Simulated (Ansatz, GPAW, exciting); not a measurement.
## CaO: programs and potentials compared

```
Ca O
1.0
     0.00000    2.40356    2.40356
     2.40356    0.00000    2.40356
     2.40356    2.40356    0.00000
Ca O
1 1
Cartesian
  0.0000 0.0000 0.0000
  2.4036 2.4036 2.4036
```

The cell is a database's computed one, not the measured one.

Alike in all runs: task single point; functional PBE; k mesh 10 × 10 × 10; occupations gaussian, width 0.011 eV; no spin polarisation; no spin-orbit coupling. Pressure is positive in compression and, in plane waves, holds the error of the finite cutoff, which Ansatz's Pulay term estimates and takes out.

| program and potentials | plane-wave cutoff (eV) | notes | band gap (eV) | pressure (GPa) |
| --- | --- | --- | --- | --- |
| Ansatz, Ansatz PAW | 420 | Pulay term of +0.41 GPa included | 3.66 | 1.61 |
| exciting, all-electron LAPW+lo, shipped species files, valence relativity iora* | - | - | 3.66 | - |
| Ansatz, all-electron LAPW, scalar-relativistic | - | - | 3.65 | 1.60 |
| GPAW, GPAW PAW data sets (gpaw-data 1.2.1) | 800 | - | 3.69 | 2.16 |

The band gap spans 3.65 (Ansatz, all-electron LAPW, scalar-relativistic) to 3.69 eV (GPAW, GPAW PAW data sets (gpaw-data 1.2.1)), with all-electron results at 3.65 to 3.66. The pressure spans 1.60 (Ansatz, all-electron LAPW, scalar-relativistic) to 2.16 GPa (GPAW, GPAW PAW data sets (gpaw-data 1.2.1)), with all-electron results at 1.60. The gap is indirect and read on the mesh alone.

Differences between rows come from potentials, basis sets and numerical settings, since the functional is the same but for its coding. Runs on potential files found faulty are left out.
